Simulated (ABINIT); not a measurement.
# Quasiparticle gap of AlN (P6_3mc) in ABINIT, part 2 of 3

Wanted: ground state, empty states, screening and self-energy for AlN (P6_3mc).

ABINIT 10.8.3; LDA and many-body steps on it, plane waves. Known limits of the many-body steps: not at the basis limit; coarse k mesh.

So far. Step 2 (Ground state): The gap is direct, at Γ.

The database entry behind the starting cell differs from later determinations by our own check (inner coordinate u about 0.002 short), so it need not match the best structure at ambient conditions.

### 3. Bands along the symmetry lines

Level of this step: DFT, LDA, plane waves, norm-conserving pseudopotentials (ABINIT).

Levels along a band path, at the cheap level, show where the edges lie and whether the meshes to come will hold them.

run.abi

```
acell 3*1.0 Angstrom
rprim 
  3.113000000011 -0.000000000003 0.000000000000
  -1.556500000003 2.695937081992 0.000000000000
  0.000000000000 0.000000000000 4.981000000000
ntypat 2
znucl 13 7
natom 4
typat 1 1 2 2
xred 
  0.333333333333 0.666666666667 0.000000000000
  0.666666666667 0.333333333333 0.500000000000
  0.333333333333 0.666666666667 0.380000000000
  0.666666666667 0.333333333333 0.880000000000
pp_dirpath "pseudos"
pseudos "Al.upf, N.upf"
ecut 36
iscf -2
irdden 1
kptopt 0
nkpt 75
kpt 
  0.00000000 0.00000000 0.00000000
  0.06250000 0.00000000 0.00000000
  0.12500000 0.00000000 0.00000000
  0.18750000 0.00000000 0.00000000
  0.25000000 0.00000000 0.00000000
  0.31250000 0.00000000 0.00000000
  0.37500000 0.00000000 0.00000000
  0.43750000 0.00000000 0.00000000
  0.50000000 0.00000000 0.00000000
  0.47916667 0.04166667 0.00000000
  0.45833333 0.08333333 0.00000000
  0.43750000 0.12500000 0.00000000
  0.41666666 0.16666666 0.00000000
  0.39583333 0.20833333 0.00000000
  0.37500000 0.25000000 0.00000000
  0.35416666 0.29166666 0.00000000
  0.33333333 0.33333333 0.00000000
  0.29166666 0.29166666 0.00000000
  0.25000000 0.25000000 0.00000000
  0.20833333 0.20833333 0.00000000
  0.16666666 0.16666666 0.00000000
  0.12500000 0.12500000 0.00000000
  0.08333333 0.08333333 0.00000000
  0.04166667 0.04166667 0.00000000
  0.00000000 0.00000000 0.00000000
  0.00000000 0.00000000 0.06250000
  0.00000000 0.00000000 0.12500000
  0.00000000 0.00000000 0.18750000
  0.00000000 0.00000000 0.25000000
  0.00000000 0.00000000 0.31250000
  0.00000000 0.00000000 0.37500000
  0.00000000 0.00000000 0.43750000
  0.00000000 0.00000000 0.50000000
  0.06250000 0.00000000 0.50000000
  0.12500000 0.00000000 0.50000000
  0.18750000 0.00000000 0.50000000
  0.25000000 0.00000000 0.50000000
  0.31250000 0.00000000 0.50000000
  0.37500000 0.00000000 0.50000000
  0.43750000 0.00000000 0.50000000
  0.50000000 0.00000000 0.50000000
  0.47916667 0.04166667 0.50000000
  0.45833333 0.08333333 0.50000000
  0.43750000 0.12500000 0.50000000
  0.41666666 0.16666666 0.50000000
  0.39583333 0.20833333 0.50000000
  0.37500000 0.25000000 0.50000000
  0.35416666 0.29166666 0.50000000
  0.33333333 0.33333333 0.50000000
  0.29166666 0.29166666 0.50000000
  0.25000000 0.25000000 0.50000000
  0.20833333 0.20833333 0.50000000
  0.16666666 0.16666666 0.50000000
  0.12500000 0.12500000 0.50000000
  0.08333333 0.08333333 0.50000000
  0.04166667 0.04166667 0.50000000
  0.00000000 0.00000000 0.50000000
  0.50000000 0.00000000 0.50000000
  0.50000000 0.00000000 0.43750000
  0.50000000 0.00000000 0.37500000
  0.50000000 0.00000000 0.31250000
  0.50000000 0.00000000 0.25000000
  0.50000000 0.00000000 0.18750000
  0.50000000 0.00000000 0.12500000
  0.50000000 0.00000000 0.06250000
  0.50000000 0.00000000 0.00000000
  0.33333333 0.33333333 0.50000000
  0.33333333 0.33333333 0.43750000
  0.33333333 0.33333333 0.37500000
  0.33333333 0.33333333 0.31250000
  0.33333333 0.33333333 0.25000000
  0.33333333 0.33333333 0.18750000
  0.33333333 0.33333333 0.12500000
  0.33333333 0.33333333 0.06250000
  0.33333333 0.33333333 0.00000000
istwfk *1
nband 19
nbdbuf 6
tolwfr 1e-07
nstep 50
prtwf 0
prtvol 0
indata_prefix "in"
outdata_prefix "out"
tmpdata_prefix "tmp"
```

Launch:

```
OMP_NUM_THREADS=1 mpirun -n 4 abinit run.abi > log
```

Numbers of over 12 decimals in the logs are rounded to 6 here.

Output:

```text
.Version 10.8.3 of ABINIT. v10.8.2 released Aug 2026.

 Symmetries : space group P6_3 m c (#186); Bravais hP (primitive hexag.)
[... echo of the input left out ...]
== DATASET  1 ==================================================================
-   mpi_nproc: 4, omp_nthreads: 1 (-1 if OMP is not activated)

--- !DatasetInfo
iteration_state: {dtset: 1, }
dimensions: {natom: 4, nkpt: 75, mband: 19, nsppol: 1, nspinor: 1, nspden: 1, mpw: 2937, }
cutoff_energies: {ecut:  36.0, pawecutdg:  -1.0, }
electrons: {nelect:   1.60000000E+01, charge:   0.00000000E+00, occopt:   1.00000000E+00, tsmear:   1.00000000E-02, }

 Real(R)+Recip(G) space primitive vectors, cartesian coordinates (Bohr,Bohr^-1):
 R(1)=  5.8827174  0.0000000  0.0000000  G(1)=  0.1699895  0.0981435  0.0000000
 R(2)= -2.9413587  5.0945827  0.0000000  G(2)=  0.0000000  0.1962869  0.0000000
 R(3)=  0.0000000  0.0000000  9.4127258  G(3)=  0.0000000  0.0000000  0.1062392
 Unit cell volume ucvol=  2.8209931E+02 bohr^3
 Angles (23,13,12)=  9.00000000E+01  9.00000000E+01  1.20000000E+02 degrees

 getcut: wavevector=  0.0000  0.0000  0.0000  ngfft=  32  32  54
         ecut(hartree)=     36.000   => boxcut(ratio)=   2.01398

--- Pseudopotential description ------------------------------------------------
- Al Generated using ONCVPSP code by D. R. Hamann
- 13.00000   3.00000  180309                  znucl, zion, pspdat
12 -1012 2 -1 1854                            pspcod,pspxc,lmax,lloc,mmax
     nproj     2     2     2
  pspatm : epsatm=    0.57439143
         --- l  ekb(1:nproj) -->
             0    5.725870    0.726131
             1    6.190420    0.914022
             2   -4.229503   -0.925599
 pspatm: atomic psp has been read  and splines computed

- N Generated using ONCVPSP code by D. R. Hamann
-  7.00000   5.00000  180309                  znucl, zion, pspdat
12 -1012 1 -1 1058                            pspcod,pspxc,lmax,lloc,mmax
     nproj     2     2     0
  pspatm : epsatm=    5.30777321
         --- l  ekb(1:nproj) -->
[...]
pspatm: atomic psp has been read  and splines computed

--------------------------------------------------------------------------------

================================================================================
 prteigrs : about to open file out_EIG
 Non-SCF case, kpt    1 (  0.00000  0.00000  0.00000), residuals and eigenvalues=
  8.92E-08  7.55E-08  7.88E-08  1.36E-08  8.76E-08  5.61E-08  6.80E-08  3.21E-08
  9.90E-08  2.07E-08  9.29E-08  3.17E-08  9.10E-08  5.28E-08  4.09E-08  6.95E-08
[...]
-3.4284E-01 -2.6113E-01 -1.3403E-02  1.7723E-01  1.7723E-01  2.0143E-01
  2.0143E-01  2.0797E-01  3.6434E-01  4.4914E-01  5.9278E-01  6.1208E-01
  6.1208E-01  6.8368E-01  6.8472E-01  6.8472E-01  7.3661E-01  7.3661E-01
  7.4691E-01
 Non-SCF case, kpt    2 (  0.06250  0.00000  0.00000), residuals and eigenvalues=
[...]
7.7978E-01
 Non-SCF case, kpt    3 (  0.12500  0.00000  0.00000), residuals and eigenvalues=
[...]
8.1199E-01
[...]
Non-SCF case, kpt   74 (  0.33333  0.33333  0.06250), residuals and eigenvalues=
[...]
8.8556E-01
 Non-SCF case, kpt   75 (  0.33333  0.33333  0.00000), residuals and eigenvalues=
[...]
1.1986E-01  1.1986E-01  3.8972E-01  5.1159E-01  5.6023E-01  5.6023E-01
  6.2617E-01  6.2617E-01  6.8487E-01  7.3926E-01  7.3926E-01  8.8572E-01
  8.9008E-01

--- !ResultsGS
iteration_state: {dtset: 1, }
comment   : Summary of ground state results
lattice_vectors:
- [  5.8827174,  -0.0000000,   0.0000000, ]
- [ -2.9413587,   5.0945827,   0.0000000, ]
- [  0.0000000,   0.0000000,   9.4127258, ]
lattice_lengths: [   5.88272,    5.88272,    9.41273, ]
lattice_angles: [ 90.000,  90.000, 120.000, ] # degrees, (23, 13, 12)
lattice_volume:   2.8209931E+02
convergence: {deltae:  0.000E+00, res2:  0.000E+00, residm:  9.900E-08, diffor:  0.000E+00, }
etotal    :  -2.56861475E+01
entropy   :   0.00000000E+00
fermie    :   2.07969323E-01
cartesian_stress_tensor: null
pressure_GPa: null
xred      :
- [  3.3333E-01,   6.6667E-01,   1.1102E-16, Al]
- [  6.6667E-01,   3.3333E-01,   5.0000E-01, Al]
- [  3.3333E-01,   6.6667E-01,   3.8000E-01,  N]
- [  6.6667E-01,   3.3333E-01,   8.8000E-01,  N]
cartesian_forces: null
force_length_stats: {min: null, max: null, mean: null, }

 Integrated electronic density in atomic spheres:
 ------------------------------------------------
 Atom  Sphere_radius  Integrated_density
[...]
================================================================================

 ----iterations are completed or convergence reached----

 Mean square residual over all n,k,spin=   43.622E-09; max=  99.002E-09
 reduced coordinates (array xred) for    4 atoms
[...]
cartesian coordinates (angstrom) at end:
    1      1.67e-12     1.797291     0.000000
    2      1.556500     0.898646     2.490500
    3      1.67e-12     1.797291     1.892780
    4      1.556500     0.898646     4.383280
 length scales=  1.889726125908  1.889726125908  1.889726125908 bohr
              =  1.000000000000  1.000000000000  1.000000000000 angstroms
 prteigrs : about to open file out_EIG
 Eigenvalues (hartree) for nkpt=  75  k points:
 kpt#   1, nband= 19, wtk=  1.00000, kpt=  0.0000  0.0000  0.0000 (reduced coord)
[...]
kpt#   2, nband= 19, wtk=  1.00000, kpt=  0.0625  0.0000  0.0000 (reduced coord)
[...]
kpt#   3, nband= 19, wtk=  1.00000, kpt=  0.1250  0.0000  0.0000 (reduced coord)
[...]
kpt#  74, nband= 19, wtk=  1.00000, kpt=  0.3333  0.3333  0.0625 (reduced coord)
[...]
0.74159    0.88481    0.88556
 kpt#  75, nband= 19, wtk=  1.00000, kpt=  0.3333  0.3333  0.0000 (reduced coord)
  -0.24796   -0.24796    0.03034    0.06867    0.06867    0.11837    0.11986    0.11986
   0.38972    0.51159    0.56023    0.56023    0.62617    0.62617    0.68487    0.73926
   0.73926    0.88572    0.89008

== END DATASET(S) ==============================================================
================================================================================

 -outvars: echo values of variables after computation  --------
            nband          19
             nkpt          75
          spgroup         186
 [... the other variables as echoed above ...]

 Calculation completed.
```

It took 12 s on 4 MPI ranks of Arm Neoverse V1, shared host; peak memory 0.3 GiB; 47 s of CPU time.

This step gave:

| Property | Result |
| --- | --- |
| gap | 4.255 eV |
| k of the valence top | 0, 0, 0 |
| k of the conduction bottom | 0, 0, 0 |
| least direct gap | 4.255 eV |

The gap is 4.255 eV, as in the run before at this level.

The electronic bands at the labelled points (eV, zero at the top of the highest filled band; v1 is the highest filled band, c1 the lowest empty one):

```csv
point,v4,v3,v2,v1,c1,c2,c3,c4
Γ,-0.84,-0.18,-0.18,0.00,4.25,6.56,10.47,11.00
halfway,-2.43,-1.55,-0.44,-0.38,6.16,7.52,7.98,9.89
M,-3.36,-2.08,-1.79,-0.66,5.70,5.72,8.11,10.17
halfway,-3.11,-3.01,-1.88,-1.51,5.42,7.04,8.79,9.96
K,-3.79,-2.44,-2.40,-2.40,4.95,8.26,9.59,9.59
halfway,-3.35,-1.68,-0.87,-0.60,6.80,7.36,8.46,9.00
Γ,-0.84,-0.18,-0.18,0.00,4.25,6.56,10.47,11.00
halfway,-0.74,-0.74,-0.28,-0.28,5.18,6.69,10.14,10.97
A,-0.52,-0.52,-0.52,-0.52,6.43,6.43,10.17,10.17
halfway,-1.60,-1.60,-1.02,-1.02,6.46,6.46,9.37,9.37
L,-1.45,-1.45,-1.36,-1.36,5.23,5.23,9.14,9.14
halfway,-2.75,-2.75,-0.93,-0.93,6.09,6.09,9.10,9.10
H,-3.87,-3.87,-0.79,-0.79,7.33,7.33,7.77,7.77
halfway,-1.82,-1.82,-1.21,-1.21,6.65,6.65,9.36,9.36
A,-0.52,-0.52,-0.52,-0.52,6.43,6.43,10.17,10.17
jump to L,-1.45,-1.45,-1.36,-1.36,5.23,5.23,9.14,9.14
halfway,-2.57,-1.91,-1.20,-0.92,5.00,5.80,9.23,9.35
M,-3.36,-2.08,-1.79,-0.66,5.70,5.72,8.11,10.17
jump to H,-3.87,-3.87,-0.79,-0.79,7.33,7.33,7.77,7.77
halfway,-4.46,-2.94,-1.48,-1.48,5.79,8.12,8.59,8.59
K,-3.79,-2.44,-2.40,-2.40,4.95,8.26,9.59,9.59
```

### 4. Empty states on the mesh, 3×3×2 mesh, 94 bands

The sums over transitions need many empty states on a uniform mesh; this step solves for them.

run.abi

```
acell 3*1.0 Angstrom
rprim 
  3.113000000011 -0.000000000003 0.000000000000
  -1.556500000003 2.695937081992 0.000000000000
  0.000000000000 0.000000000000 4.981000000000
ntypat 2
znucl 13 7
natom 4
typat 1 1 2 2
xred 
  0.333333333333 0.666666666667 0.000000000000
  0.666666666667 0.333333333333 0.500000000000
  0.333333333333 0.666666666667 0.380000000000
  0.666666666667 0.333333333333 0.880000000000
pp_dirpath "pseudos"
pseudos "Al.upf, N.upf"
ecut 36
ngkpt 3 3 2
nshiftk 1
shiftk 0 0 0
kptopt 1
chksymbreak 0
irdden 1
istwfk *1
nband 94
prtvol 0
optdriver 6
gwr_task "HDIAGO"
paral_kgb 0
occopt 1
indata_prefix "in"
outdata_prefix "out"
tmpdata_prefix "tmp"
```

Output:

```text
[banner, memory and clock lines left out]
.Version 10.8.3 of ABINIT. v10.8.2 released Aug 2026.

 Symmetries : space group P6_3 m c (#186); Bravais hP (primitive hexag.)
[... echo of the input left out ...]
== DATASET  1 ==================================================================
-   mpi_nproc: 4, omp_nthreads: 1 (-1 if OMP is not activated)

--- !DatasetInfo
iteration_state: {dtset: 1, }
dimensions: {natom: 4, nkpt: 6, mband: 94, nsppol: 1, nspinor: 1, nspden: 1, mpw: 2934, }
cutoff_energies: {ecut:  36.0, pawecutdg:  -1.0, }
electrons: {nelect:   1.60000000E+01, charge:   0.00000000E+00, occopt:   1.00000000E+00, tsmear:   1.00000000E-02, }

.Using double precision arithmetic; gwpc =  8

- Reading GS density from: in_DEN

--- Pseudopotential description ------------------------------------------------
- Al Generated using ONCVPSP code by D. R. Hamann
- 13.00000   3.00000  180309                  znucl, zion, pspdat
12 -1012 2 -1 1854                            pspcod,pspxc,lmax,lloc,mmax
     nproj     2     2     2
  pspatm : epsatm=    0.57439143
         --- l  ekb(1:nproj) -->
             0    5.725870    0.726131
             1    6.190420    0.914022
             2   -4.229503   -0.925599
 pspatm: atomic psp has been read  and splines computed

- N Generated using ONCVPSP code by D. R. Hamann
-  7.00000   5.00000  180309                  znucl, zion, pspdat
12 -1012 1 -1 1058                            pspcod,pspxc,lmax,lloc,mmax
     nproj     2     2     0
  pspatm : epsatm=    5.30777321
         --- l  ekb(1:nproj) -->
             0    7.408032    0.617798
             1   -4.361519   -1.032581
 pspatm: atomic psp has been read  and splines computed

   1.88229268E+02                                ecore*ucvol(ha*bohr**3)

 Total charge density [el/Bohr^3]
)     Maximum=    5.4093E-01  at reduced coord.    0.7813    0.4063    0.8889
)     Minimum=    1.5329E-03  at reduced coord.    0.3125    0.6563    0.0000
   Integrated=    1.6000E+01

 === KS gaps after direct diagonalization ===
 Direct band gap semiconductor
 Fundamental gap:     4.255 (eV)
   VBM:     5.659 (eV) at k: [ 0.0000E+00,  0.0000E+00,  0.0000E+00]
   CBM:     9.914 (eV) at k: [ 0.0000E+00,  0.0000E+00,  0.0000E+00]
 Direct gap:         4.255 (eV) at k: [ 0.0000E+00,  0.0000E+00,  0.0000E+00]

== END DATASET(S) ==============================================================

 -outvars: echo values of variables after computation  --------
           etotal      0.0000000000E+00
            nband          94
             nkpt           6
          spgroup         186
 [... the other variables as echoed above ...]

 Calculation completed.
```

Elapsed: 38 s, on 4 MPI ranks; peak memory 2 GiB; 2.5 min of CPU time.

Numbers from this step:

* gap: 4.255 eV
* k of the valence top: 0, 0, 0
* k of the conduction bottom: 0, 0, 0
* least direct gap: 4.255 eV
* k points computed: 6
* lowest point of the top converged band, above the valence top: 74.0852 eV

On this mesh the gap is 4.255 eV.

### 5. Screening, 3×3×2 mesh, 86 bands, screening to 166 eV

The RPA dielectric matrix is built and inverted for each q.

This step: RPA screening on LDA, plane waves, norm-conserving pseudopotentials.

Changes to run.abi since step 4:

```diff
@@ -22,10 +22,11 @@
 chksymbreak 0
-irdden 1
 istwfk *1
-nband 94
-prtvol 0
-optdriver 6
-gwr_task "HDIAGO"
-paral_kgb 0
 occopt 1
+irdwfk 1
+optdriver 3
+nband 86
+ecuteps 6.1
+inclvkb 2
+awtr 1
+symchi 1
 indata_prefix "in"
```

Output:

```text
.Version 10.8.3 of ABINIT. v10.8.2 released Aug 2026.

 Symmetries : space group P6_3 m c (#186); Bravais hP (primitive hexag.)
[... echo of the input left out ...]
== DATASET  1 ==================================================================
-   mpi_nproc: 4, omp_nthreads: 1 (-1 if OMP is not activated)

--- !DatasetInfo
iteration_state: {dtset: 1, }
dimensions: {natom: 4, nkpt: 6, mband: 86, nsppol: 1, nspinor: 1, nspden: 1, mpw: 2934, }
cutoff_energies: {ecut:  36.0, pawecutdg:  -1.0, }
electrons: {nelect:   1.60000000E+01, charge:   0.00000000E+00, occopt:   1.00000000E+00, tsmear:   1.00000000E-02, }

 SCREENING: Calculation of the susceptibility and dielectric matrices

 Based on a program developped by R.W. Godby, V. Olevano, G. Onida, and L. Reining.
 Incorporated in ABINIT by V. Olevano, G.-M. Rignanese, and M. Torrent.
.Using double precision arithmetic ; gwpc =  8

[... cell and pseudopotentials left out ...]
--------------------------------------------------------------------------------

 ==== K-mesh for the wavefunctions ====
 Number of points in the irreducible wedge :     6
[... list of points left out ...]
 Together with 12 symmetry operations and time-reversal symmetry
 yields    18 points in the full Brillouin Zone.

 ==== Q-mesh for the screening function ====
 Number of points in the irreducible wedge :     6
[... list of points left out ...]
 Together with 12 symmetry operations and time-reversal symmetry
 yields    18 points in the full Brillouin Zone.

 setmesh: FFT mesh size selected  =    20x   20x   36
          total number of points  =        14400

 vcoul_init : cutoff-mode = AUXILIARY_FUNCTION
 q-points for optical limit:   1
     1)      0.000010    0.000020    0.000030

- screening: taking advantage of time-reversal symmetry
- Maximum band index for partially occupied states nbvw = 8
- Remaining bands to be divided among processors   nbcw = 78
- Number of bands treated by each node ~19

 Number of electrons calculated from density =   16.0000; Expected =   16.0000
 average of density, n =  0.056718
 r_s =    1.6146
 omega_plasma =   22.9728 [eV]

 calculating chi0 at frequencies [eV] :
  1    0.000000E+00    0.000000E+00
  2    0.000000E+00    2.297283E+01

--------------------------------------------------------------------------------
  q-point number  1        q = ( 0.000000, 0.000000, 0.000000) [r.l.u.]
--------------------------------------------------------------------------------
[... chi0 elements left out ...]
 For q-point:  0.000010 0.000020 0.000030
  dielectric constant =   4.9847
  dielectric constant without local fields =   5.4721

  Average fulfillment of the sum rule on Im[epsilon] for q-point    1 :     76.17  [%]
[... wings left out ...]
  q-point number  2        q = ( 0.333333, 0.000000, 0.000000) [r.l.u.]
--------------------------------------------------------------------------------
[... chi0 elements left out ...]
  Average fulfillment of the sum rule on Im[epsilon] for q-point    2 :     81.13  [%]

 [... 4 further q-points ...]
```

Wall time 6.4 s (4 MPI ranks); peak memory 0.47 GiB.

Numbers from this step:

- ε∞ with local fields, on this mesh, along the program's q direction: 4.985
- the same without local fields: 5.472
- plasma frequency: 22.97 eV
- plane waves in the screening matrix: 197

Local fields lower ε∞ by 9 %. On a Γ-centred mesh this coarse the value itself is usually too large, while a short band sum pulls it down.

(Continued in part 3 of 3.)

[Paths, hosts, dates, memory and timing lines, banners, echoed tables and standing remarks are left out of the program output.]

[Logs are printed without paths, hosts, clocks, repeated set-up lines and the standing remarks that a program may print on its own settings, such as how far it seeks lower states.]

[Runs of the session that timed out or met a known fault of the program may be left out.]

[Hosts, paths, dates, database ids (printed as entryN), source tags and the programs' standing remarks are cut or masked in the printed files.]

[G0W0 gaps are taken among the corrected bands and points alone; a level outside them can change the order at an edge.]

[Where Ansatz stands beside ABINIT at settings called matched, ABINIT's density can come from a denser mesh and the files from another edition; pairs whose starting gaps differed by over 0.03 eV were left out, so agreement reads better than it is.]
